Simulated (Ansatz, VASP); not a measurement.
## Al35MoN36 (Mo_Al): VASP beside Ansatz

One calculation is typed for both programs; each brings its own data sets. How far apart do they land? The structure shown is the start of the Ansatz relaxation below; VASP solves that cell, so the two are compared at the walk's first step.

Method: plane waves, with VASP 6.6.1 beside it; single point at r2SCAN, in Ansatz 0.2.0.

## Step 1: The starting structure

The cell holds 72 atoms: 35 Al, 36 N and 1 Mo. Its edges and angles: a = 9.320 Å, b = 9.320 Å, c = 9.956 Å, α = 90.0°, β = 90.0°, γ = 120.0°. It derives from AlN (AlN (P6_3mc)). Nearest the centre at fractional (0.444, 0.556, 0.500): Mo72 at 0.05 Å, N55 at 1.86 Å, N56 at 1.88 Å, N52 at 1.90 Å, N40 at 1.90 Å, Al5 at 3.02 Å, Al20 at 3.03 Å, Al22 at 3.03 Å. The cell carries charge −1.

As a file:

```cif
data_structure
_symmetry_space_group_name_H-M 'P 1'
_symmetry_Int_Tables_number 1
_cell_length_a 9.3196
_cell_length_b 9.3196
_cell_length_c 9.9565
_cell_angle_alpha 90.000
_cell_angle_beta 90.000
_cell_angle_gamma 120.000
_cell_volume 748.91
loop_
_atom_site_label
_atom_site_type_symbol
_atom_site_fract_x
_atom_site_fract_y
_atom_site_fract_z
_atom_site_occupancy
Al1 Al 0.22032 0.11427 0.25244 1
Al2 Al 0.10795 0.21709 0.50236 1
Al3 Al 0.21734 0.10624 0.74751 1
Al4 Al 0.10970 0.22181 0.99472 1
Al5 Al 0.22415 0.44562 0.25437 1
Al6 Al 0.11532 0.55731 0.50327 1
Al7 Al 0.22424 0.44989 0.74730 1
Al8 Al 0.11427 0.55954 0.00329 1
Al9 Al 0.22125 0.77246 0.24756 1
Al10 Al 0.11010 0.89368 0.49952 1
Al11 Al 0.22402 0.77780 0.74487 1
Al12 Al 0.11506 0.89499 0.99945 1
Al13 Al 0.55424 0.10621 0.25248 1
Al14 Al 0.44491 0.22603 0.50333 1
Al15 Al 0.55942 0.11333 0.74569 1
Al16 Al 0.43890 0.21797 0.99785 1
Al17 Al 0.55858 0.44548 0.24524 1
Al18 Al 0.56163 0.44746 0.75060 1
Al19 Al 0.44674 0.55337 0.00306 1
Al20 Al 0.55495 0.77774 0.25459 1
Al21 Al 0.44777 0.89045 0.49536 1
Al22 Al 0.55651 0.77866 0.74465 1
Al23 Al 0.44894 0.89026 0.99624 1
Al24 Al 0.89125 0.11672 0.25170 1
Al25 Al 0.77367 0.22058 0.50334 1
Al26 Al 0.89083 0.11705 0.74855 1
Al27 Al 0.78201 0.22821 0.99906 1
Al28 Al 0.89216 0.44568 0.24535 1
Al29 Al 0.77630 0.55230 0.49533 1
Al30 Al 0.89341 0.44309 0.75020 1
Al31 Al 0.77472 0.55776 0.00223 1
Al32 Al 0.88959 0.77979 0.25434 1
Al33 Al 0.78350 0.89071 0.50127 1
Al34 Al 0.89222 0.77681 0.74616 1
Al35 Al 0.77561 0.89045 0.99560 1
N36 N 0.22200 0.10749 0.44420 1
N37 N 0.10620 0.22265 0.18896 1
N38 N 0.22438 0.11596 0.93729 1
N39 N 0.11279 0.22050 0.68620 1
N40 N 0.22045 0.44870 0.44034 1
N41 N 0.11512 0.56163 0.18997 1
N42 N 0.21956 0.44013 0.94397 1
N43 N 0.11688 0.55879 0.69221 1
N44 N 0.21860 0.77424 0.44414 1
N45 N 0.11701 0.89231 0.18892 1
N46 N 0.22291 0.78312 0.93866 1
N47 N 0.10597 0.88340 0.69103 1
N48 N 0.55052 0.10909 0.43751 1
N49 N 0.44737 0.22388 0.18598 1
N50 N 0.56025 0.11030 0.93898 1
N51 N 0.44890 0.22730 0.69265 1
N52 N 0.55923 0.44497 0.44425 1
N53 N 0.44788 0.55885 0.18649 1
N54 N 0.55806 0.44856 0.93667 1
N55 N 0.44734 0.55906 0.68640 1
N56 N 0.55003 0.77595 0.43830 1
N57 N 0.44181 0.88286 0.19151 1
N58 N 0.55403 0.78215 0.94117 1
N59 N 0.44491 0.88497 0.69356 1
N60 N 0.88317 0.10824 0.44232 1
N61 N 0.77637 0.21633 0.19097 1
N62 N 0.89137 0.10979 0.93647 1
N63 N 0.78228 0.22640 0.68746 1
N64 N 0.89309 0.45012 0.43885 1
N65 N 0.77651 0.55978 0.19227 1
N66 N 0.89187 0.44639 0.94478 1
N67 N 0.78358 0.55985 0.69157 1
N68 N 0.88396 0.77743 0.43809 1
N69 N 0.77614 0.89324 0.19046 1
N70 N 0.89027 0.77345 0.93903 1
N71 N 0.78118 0.89405 0.69307 1
Mo72 Mo 0.43872 0.55166 0.49794 1
```

## Step 2: Ansatz: relaxation, r2SCAN

Ansatz runs on its PAW soft_1 files.

The two programs are compared at the cell with which this relaxation starts, whose forces are those of its first step.

Input file input.yaml:

```yaml
crystal:
  lattice:
    - [9.31956554, 9.0e-08, 0.0]
    - [-4.65978284, 8.07098046, 0.0]
    - [0.0, 0.0, 9.95647772]
  atoms:
    - { symbol: Al, position: [0.22222222, 0.11111111, 0.24960167] }
    - { symbol: Al, position: [0.11111111, 0.22222222, 0.49960167] }
    - { symbol: "N", position: [0.22222222, 0.11111111, 0.44039833] }
    - { symbol: "N", position: [0.11111111, 0.22222222, 0.19039833] }
    - { symbol: Al, position: [0.22222222, 0.11111111, 0.74960167] }
    - { symbol: Al, position: [0.11111111, 0.22222222, 0.99960167] }
    - { symbol: "N", position: [0.22222222, 0.11111111, 0.94039833] }
    - { symbol: "N", position: [0.11111111, 0.22222222, 0.69039833] }
    - { symbol: Al, position: [0.22222222, 0.44444444, 0.24960167] }
    - { symbol: Al, position: [0.11111111, 0.55555556, 0.49960167] }
    - { symbol: "N", position: [0.22222222, 0.44444444, 0.44039833] }
    - { symbol: "N", position: [0.11111111, 0.55555556, 0.19039833] }
    - { symbol: Al, position: [0.22222222, 0.44444444, 0.74960167] }
    - { symbol: Al, position: [0.11111111, 0.55555556, 0.99960167] }
    - { symbol: "N", position: [0.22222222, 0.44444444, 0.94039833] }
    - { symbol: "N", position: [0.11111111, 0.55555556, 0.69039833] }
    - { symbol: Al, position: [0.22222222, 0.77777778, 0.24960167] }
    - { symbol: Al, position: [0.11111111, 0.88888889, 0.49960167] }
    - { symbol: "N", position: [0.22222222, 0.77777778, 0.44039833] }
    - { symbol: "N", position: [0.11111111, 0.88888889, 0.19039833] }
    - { symbol: Al, position: [0.22222222, 0.77777778, 0.74960167] }
    - { symbol: Al, position: [0.11111111, 0.88888889, 0.99960167] }
    - { symbol: "N", position: [0.22222222, 0.77777778, 0.94039833] }
    - { symbol: "N", position: [0.11111111, 0.88888889, 0.69039833] }
    - { symbol: Al, position: [0.55555556, 0.11111111, 0.24960167] }
    - { symbol: Al, position: [0.44444444, 0.22222222, 0.49960167] }
    - { symbol: "N", position: [0.55555556, 0.11111111, 0.44039833] }
    - { symbol: "N", position: [0.44444444, 0.22222222, 0.19039833] }
    - { symbol: Al, position: [0.55555556, 0.11111111, 0.74960167] }
    - { symbol: Al, position: [0.44444444, 0.22222222, 0.99960167] }
    - { symbol: "N", position: [0.55555556, 0.11111111, 0.94039833] }
    - { symbol: "N", position: [0.44444444, 0.22222222, 0.69039833] }
    - { symbol: Al, position: [0.55555556, 0.44444444, 0.24960167] }
    - { symbol: Mo, position: [0.44444444, 0.55555556, 0.49960167] }
    - { symbol: "N", position: [0.55555556, 0.44444444, 0.44039833] }
    - { symbol: "N", position: [0.44444444, 0.55555556, 0.19039833] }
    - { symbol: Al, position: [0.55555556, 0.44444444, 0.74960167] }
    - { symbol: Al, position: [0.44444444, 0.55555556, 0.99960167] }
    - { symbol: "N", position: [0.55555556, 0.44444444, 0.94039833] }
    - { symbol: "N", position: [0.44444444, 0.55555556, 0.69039833] }
    - { symbol: Al, position: [0.55555556, 0.77777778, 0.24960167] }
    - { symbol: Al, position: [0.44444444, 0.88888889, 0.49960167] }
    - { symbol: "N", position: [0.55555556, 0.77777778, 0.44039833] }
    - { symbol: "N", position: [0.44444444, 0.88888889, 0.19039833] }
    - { symbol: Al, position: [0.55555556, 0.77777778, 0.74960167] }
    - { symbol: Al, position: [0.44444444, 0.88888889, 0.99960167] }
    - { symbol: "N", position: [0.55555556, 0.77777778, 0.94039833] }
    - { symbol: "N", position: [0.44444444, 0.88888889, 0.69039833] }
    - { symbol: Al, position: [0.88888889, 0.11111111, 0.24960167] }
    - { symbol: Al, position: [0.77777778, 0.22222222, 0.49960167] }
    - { symbol: "N", position: [0.88888889, 0.11111111, 0.44039833] }
    - { symbol: "N", position: [0.77777778, 0.22222222, 0.19039833] }
    - { symbol: Al, position: [0.88888889, 0.11111111, 0.74960167] }
    - { symbol: Al, position: [0.77777778, 0.22222222, 0.99960167] }
    - { symbol: "N", position: [0.88888889, 0.11111111, 0.94039833] }
    - { symbol: "N", position: [0.77777778, 0.22222222, 0.69039833] }
    - { symbol: Al, position: [0.88888889, 0.44444444, 0.24960167] }
    - { symbol: Al, position: [0.77777778, 0.55555556, 0.49960167] }
    - { symbol: "N", position: [0.88888889, 0.44444444, 0.44039833] }
    - { symbol: "N", position: [0.77777778, 0.55555556, 0.19039833] }
    - { symbol: Al, position: [0.88888889, 0.44444444, 0.74960167] }
    - { symbol: Al, position: [0.77777778, 0.55555556, 0.99960167] }
    - { symbol: "N", position: [0.88888889, 0.44444444, 0.94039833] }
    - { symbol: "N", position: [0.77777778, 0.55555556, 0.69039833] }
    - { symbol: Al, position: [0.88888889, 0.77777778, 0.24960167] }
    - { symbol: Al, position: [0.77777778, 0.88888889, 0.49960167] }
    - { symbol: "N", position: [0.88888889, 0.77777778, 0.44039833] }
    - { symbol: "N", position: [0.77777778, 0.88888889, 0.19039833] }
    - { symbol: Al, position: [0.88888889, 0.77777778, 0.74960167] }
    - { symbol: Al, position: [0.77777778, 0.88888889, 0.99960167] }
    - { symbol: "N", position: [0.88888889, 0.77777778, 0.94039833] }
    - { symbol: "N", position: [0.77777778, 0.88888889, 0.69039833] }
  host:
    repeats: [3, 3, 2]
    atoms:
      - { symbol: Al, position: [0.66666667, 0.33333333, 0.49920333] }
      - { symbol: Al, position: [0.33333333, 0.66666667, 0.99920333] }
      - { symbol: "N", position: [0.66666667, 0.33333333, 0.88079667] }
      - { symbol: "N", position: [0.33333333, 0.66666667, 0.38079667] }
total_charge: -1
basis:
  ecutwfc: 500
  xc_grid: 2
hamiltonian:
  xc: r2scan
  pseudopotentials: { kind: paw, azcp: { folder: soft_1 } }
kpoints:
  mp_grid: { grid: [1, 1, 1], shift: [0.25, 0.25, 0.25] }
scf:
  occupations: { method: fixed }
  max_iter: 60
output:
  forces: true
  charged_corrections:
    epsilon: [4.49, 4.49, 4.72]
    static_epsilon: [8.15, 8.15, 9.65]
    defect_position: [0.444444, 0.555556, 0.499602]
relax:
  f_tol: 0.02
  max_steps: 80
  random_displacement: { amplitude: 0.05, seed: 2638 }
checkpoint:
  write: "../qm1.relax.run"
  compress: false
  write_wavefunctions: true
  write_every: 100000
```

The run is started by

```
> ansatz run input.yaml --threads 4 --pin off --max-ram 15073MiB --backend cpu --events-out ev --progress --plain --runs-dir out
```

Numbers of over 12 decimals in the logs are rounded to 6 here.

What it wrote:

```text
Engine: ansatz 0.2.0, aarch64-unknown-linux-gnu
Pseudopotentials: kind: paw
Pseudopotential: Al, paw, valence charge 3, recommended cutoff 500 eV (meta_gga), soft_1/Al.paw.azcp
Pseudopotential: N, paw, valence charge 5, recommended cutoff 500 eV (meta_gga), soft_1/N.paw.azcp
Pseudopotential: Mo, paw, valence charge 14, recommended cutoff 500 eV (meta_gga), soft_1/Mo.paw.azcp
Functional definition: r2SCAN
  parameter k0 = 0.174
  parameter k1 = 0.065
  parameter a1 = 4.9479
  exchange = r2scan_x(k0 = k0, k1 = k1, a1 = a1)
  correlation = r2scan_c
Crystal: 72 atoms, lattice volume = 748.907 Å³
Basis set: ecut = 500 eV, 18913 PW (Γ), exchange–correlation on 144×144×150 points (8 copies of the dense FFT grid, shifted against one another)
Bands: 222, of which v1, the nominal top of the filled ones, is band 150 counted from 1 (149 counted from 0)
Symmetry: 1 space group operations
k-points: 1
Non-local potential: Al, projectors of the file, l = 0: 2, l = 1: 2, l = 2: 1
Non-local potential: N, projectors of the file, l = 0: 2, l = 1: 2, l = 2: 1
Non-local potential: Mo, projectors of the file, l = 0: 3, l = 1: 2, l = 2: 2, l = 3: 1
PAW form: soft (Blöchl's): semilocal exchange-correlation on the pseudo side does not see the compensation charge
PAW frozen core: Al, regenerated for the run's functional (the file was generated under x = pbe(κ = 0.804, μ = 0.219515), c = pbe(β = 0.066725))
PAW frozen core: N, regenerated for the run's functional (the file was generated under x = pbe(κ = 0.804, μ = 0.219515), c = pbe(β = 0.066725))
PAW frozen core: Mo, regenerated for the run's functional (the file was generated under x = pbe(κ = 0.804, μ = 0.219515), c = pbe(β = 0.066725))
PAW one-centre angular grid: Al, 302 points (default); XC on 160 Gauss nodes
PAW one-centre angular grid: N, 302 points (default); XC on 160 Gauss nodes
PAW one-centre angular grid: Mo, 590 points (default); XC on 160 Gauss nodes
Initial density: superposition of atomic densities (chi_scale 0.1, normalization cell, long waves kept (reshape's long-wave potential 0.08 eV rms))
Initial wavefunctions: pseudopotential atomic-orbital guess
Functional: x = r2scan, c = r2scan; τ floored in thin density (d = 2e-4 eV/Å³)
SCF iter   1: F=—  HF=-37865.417507 eV  |F-HF|=—  |Δ(HF+E_count)|=         —  Δρ=1.32e-1  dr2=1.59e2  dr2_τ=1.93e1  ethr=3.10e-3  ⟨swp⟩=5.0  Hψ=835  notcnv=0  defer=68
preconditioner: auto → Resta (q_TF=auto, 2.342 Å⁻¹)  ε∞=3.4  [insulator: Δε(μ)=0.372 eV  Ē_g=14.995 eV  n_scr=162 (ndim 8)  ℏωp=23.2 eV  f_vac=0.000  ε∞_Penn≈3.4]
SCF iter   2: F=—  HF=-37827.764246 eV  |F-HF|=—  |Δ(HF+E_count)|=    3.77e1  Δρ=4.68e-2  dr2=1.11e1  dr2_τ=3.52e0  ethr=3.10e-3  ⟨swp⟩=4.0  Hψ=534  notcnv=0  defer=67
SCF iter   3: F=—  HF=-37831.450620 eV  |F-HF|=—  |Δ(HF+E_count)|=    3.69e0  Δρ=2.37e-2  dr2=2.75e0  dr2_τ=1.54e-1  ethr=3.10e-3  ⟨swp⟩=3.0  Hψ=325  notcnv=0  defer=69
SCF iter   4: F=—  HF=-37831.786150 eV  |F-HF|=—  |Δ(HF+E_count)|=   3.36e-1  Δρ=4.04e-3  dr2=1.54e-1  dr2_τ=2.24e-2  ethr=9.18e-4  ⟨swp⟩=3.0  Hψ=304  notcnv=0  defer=69
SCF iter   5: F=—  HF=-37831.770141 eV  |F-HF|=—  |Δ(HF+E_count)|=   1.60e-2  Δρ=2.35e-3  dr2=8.35e-2  dr2_τ=6.57e-3  ethr=5.15e-5  ⟨swp⟩=3.0  Hψ=384  notcnv=0  defer=70
SCF iter   6: F=—  HF=-37831.762908 eV  |F-HF|=—  |Δ(HF+E_count)|=   7.23e-3  Δρ=7.76e-4  dr2=4.86e-3  dr2_τ=7.60e-4  ethr=2.78e-5  ⟨swp⟩=4.0  Hψ=172  notcnv=0  defer=70
SCF iter   7: F=—  HF=-37831.762317 eV  |F-HF|=—  |Δ(HF+E_count)|=   5.91e-4  Δρ=2.98e-4  dr2=9.39e-4  dr2_τ=2.97e-5  ethr=1.62e-6  ⟨swp⟩=3.0  Hψ=373  notcnv=0  defer=70
SCF iter   8: F=—  HF=-37831.762377 eV  |F-HF|=—  |Δ(HF+E_count)|=   6.03e-5  Δρ=8.47e-5  dr2=6.22e-5  dr2_τ=6.16e-6  ethr=3.13e-7  ⟨swp⟩=2.0  Hψ=267  notcnv=0  defer=70
SCF iter   9: F=-37831.762374 eV  HF=-37831.762376 eV  |F-HF|=2.27e-6  |Δ(HF+E_count)|=   1.15e-6  Δρ=2.27e-5  dr2=4.74e-6  dr2_τ=4.91e-7  ethr=3.33e-9  ⟨swp⟩=5.0  Hψ=609  notcnv=0
SCF 1 converged in 9 iterations: F = -37831.762374 eV  dr2 = 4.74e-6
  greatest PAW one-centre occupation: 1.000 electrons in one spin orbital (limit 2), on the Mo atom at site 33 (counted from 0), in its partial waves of l = 0
relax step   1: F+E_penalty+E_count = -37831.76237400 eV  Δ(F+E_penalty+E_count) = +0.000e0 eV  max|allowed force component| = 6.366e0 eV/Å  Δτ_max = 0.0000 Å  (9 SCF iters, dr2 threshold 1.00e-5 eV, accepted)
Initial density: handed on by an earlier stage of this run
Initial wavefunctions: those handed on with the density
iter 1 solved again at ethr=3.68e-4 eV; its pass at ethr=3.10e-3 eV (dr2=1.10e0 eV) is discarded
SCF iter   1: F=—  HF=-37834.970118 eV  |F-HF|=—  |Δ(HF+E_count)|=         —  Δρ=1.07e-2  dr2=1.14e0  dr2_τ=2.93e0  ethr=3.68e-4  ⟨swp⟩=1.0  Hψ=753  notcnv=0  defer=64
[...]
max |Σ_I F_I| component: 7.00e-2 eV/Å
--- Charged-cell corrections in eV (Makov–Payne, q = -1.000 e, ε = [8.150, 8.150, 9.650]) ---
  F (periodic)     = -37836.718617  (uncorrected; the corrections below are reported, never added to it)
  E_corr1          = +0.262777  (monopole, q²α_M/2ε̄L, of the cell on which ε is isotropic)
  F Makov-Payne    = -37836.455839  (F + E_corr1; no measured alignment; for a localised charge, not one spread in a band: unchecked)
  no potential alignment in this run, which stands beside a crystal: run the host's input off ansatz write-host-input, and read the two finished runs by ansatz place-levels (neither reads a slab, a wire or a sheet, whose cell leaves a vacuum)
--- Band table (eV) ---
  k-point 0: bands = [... 146 lower, 6.9221, 6.9565, 10.5446, 10.5800, 11.7586, 11.9993, 12.6033, 13.1624, ... 68 higher]
--- Relaxed structure (8 steps of the walk, 7 accepted, 0 SCFs on fresh bases) ---
  F+E_penalty+E_count = -37836.71861675 eV   max|allowed force component| = 1.338e-2 eV/Å
  atoms:
    - { symbol: Al, position: [0.223867, 0.113714, 0.250341] }
    - { symbol: Al, position: [0.108093, 0.220289, 0.502964] }
    - { symbol: N, position: [0.223207, 0.112975, 0.441711] }
    - { symbol: N, position: [0.111274, 0.221489, 0.188584] }
    - { symbol: Al, position: [0.222683, 0.111707, 0.750879] }
    - { symbol: Al, position: [0.112114, 0.223492, 0.999186] }
    - { symbol: N, position: [0.222320, 0.111315, 0.940776] }
    - { symbol: N, position: [0.111133, 0.221692, 0.692704] }
    - { symbol: Al, position: [0.219303, 0.443567, 0.250392] }
    - { symbol: Al, position: [0.108609, 0.556210, 0.503238] }
    - { symbol: N, position: [0.192953, 0.430733, 0.436582] }
    - { symbol: N, position: [0.111269, 0.557016, 0.188420] }
    - { symbol: Al, position: [0.227086, 0.447450, 0.746147] }
    - { symbol: Al, position: [0.112094, 0.556391, 0.999112] }
    - { symbol: N, position: [0.223107, 0.445654, 0.939504] }
    - { symbol: N, position: [0.111313, 0.556998, 0.692884] }
    - { symbol: Al, position: [0.223648, 0.777817, 0.250313] }
    - { symbol: Al, position: [0.111650, 0.889931, 0.499863] }
    - { symbol: N, position: [0.222803, 0.778756, 0.441669] }
    - { symbol: N, position: [0.111906, 0.889659, 0.192421] }
    - { symbol: Al, position: [0.222695, 0.778950, 0.750994] }
    - { symbol: Al, position: [0.111750, 0.889812, 1.001887] }
    - { symbol: N, position: [0.222218, 0.779293, 0.940805] }
    - { symbol: N, position: [0.111876, 0.889669, 0.690577] }
    - { symbol: Al, position: [0.555335, 0.111283, 0.251037] }
    - { symbol: Al, position: [0.445680, 0.219738, 0.503325] }
    - { symbol: N, position: [0.555518, 0.111521, 0.441321] }
    - { symbol: N, position: [0.444650, 0.221256, 0.188369] }
    - { symbol: Al, position: [0.556994, 0.112290, 0.751311] }
    - { symbol: Al, position: [0.445274, 0.223329, 0.999085] }
    - { symbol: N, position: [0.556987, 0.112489, 0.941028] }
    - { symbol: N, position: [0.444702, 0.221463, 0.692917] }
    - { symbol: Al, position: [0.558344, 0.443308, 0.250064] }
    - { symbol: Mo, position: [0.445675, 0.555955, 0.449197] }
    - { symbol: N, position: [0.571416, 0.430188, 0.436400] }
    - { symbol: N, position: [0.445325, 0.555981, 0.191677] }
    - { symbol: Al, position: [0.554317, 0.447221, 0.746256] }
    - { symbol: Al, position: [0.445210, 0.556379, 1.000295] }
    - { symbol: N, position: [0.556025, 0.445536, 0.939527] }
    - { symbol: N, position: [0.445480, 0.556201, 0.687241] }
    - { symbol: Al, position: [0.557872, 0.782088, 0.250624] }
    - { symbol: Al, position: [0.445332, 0.893012, 0.503266] }
    - { symbol: N, position: [0.570948, 0.808797, 0.436840] }
    - { symbol: N, position: [0.444388, 0.890092, 0.188426] }
    - { symbol: Al, position: [0.554183, 0.774585, 0.746109] }
    - { symbol: Al, position: [0.445136, 0.889421, 0.999125] }
    - { symbol: N, position: [0.555901, 0.778455, 0.939428] }
    - { symbol: N, position: [0.444686, 0.890415, 0.692922] }
    - { symbol: Al, position: [0.890040, 0.111409, 0.251188] }
[...]
- { symbol: Al, position: [0.890173, 0.446189, 0.251012] }
    - { symbol: Al, position: [0.781872, 0.555891, 0.503298] }
    - { symbol: N, position: [0.890072, 0.446059, 0.441297] }
    - { symbol: N, position: [0.780361, 0.557036, 0.188322] }
    - { symbol: Al, position: [0.889385, 0.444599, 0.751296] }
    - { symbol: Al, position: [0.778248, 0.556316, 0.999057] }
    - { symbol: N, position: [0.889046, 0.444556, 0.941007] }
    - { symbol: N, position: [0.780073, 0.556728, 0.692902] }
    - { symbol: Al, position: [0.887845, 0.777737, 0.250349] }
    - { symbol: Al, position: [0.781355, 0.893520, 0.503043] }
    - { symbol: N, position: [0.888648, 0.778400, 0.441729] }
    - { symbol: N, position: [0.779926, 0.890188, 0.188578] }
    - { symbol: Al, position: [0.889863, 0.778828, 0.750867] }
    - { symbol: Al, position: [0.778034, 0.889430, 0.999179] }
    - { symbol: N, position: [0.890255, 0.779255, 0.940737] }
    - { symbol: N, position: [0.779945, 0.890447, 0.692734] }
```

The column dr2 measures how far the density is from self-consistency, as an energy; F and HF (Harris–Foulkes) agree once it is small.

[end of part 1 of 2]

[Lines on the potential files, build, host, timing and source positions are cut from VASP's logs without a mark.]

[Logs are printed without paths, hosts, clocks, repeated set-up lines and the standing remarks that a program may print on its own settings, such as how far it seeks lower states.]

[Hosts, paths, dates, database ids (printed as entryN), source tags and the programs' standing remarks are cut or masked in the printed files.]
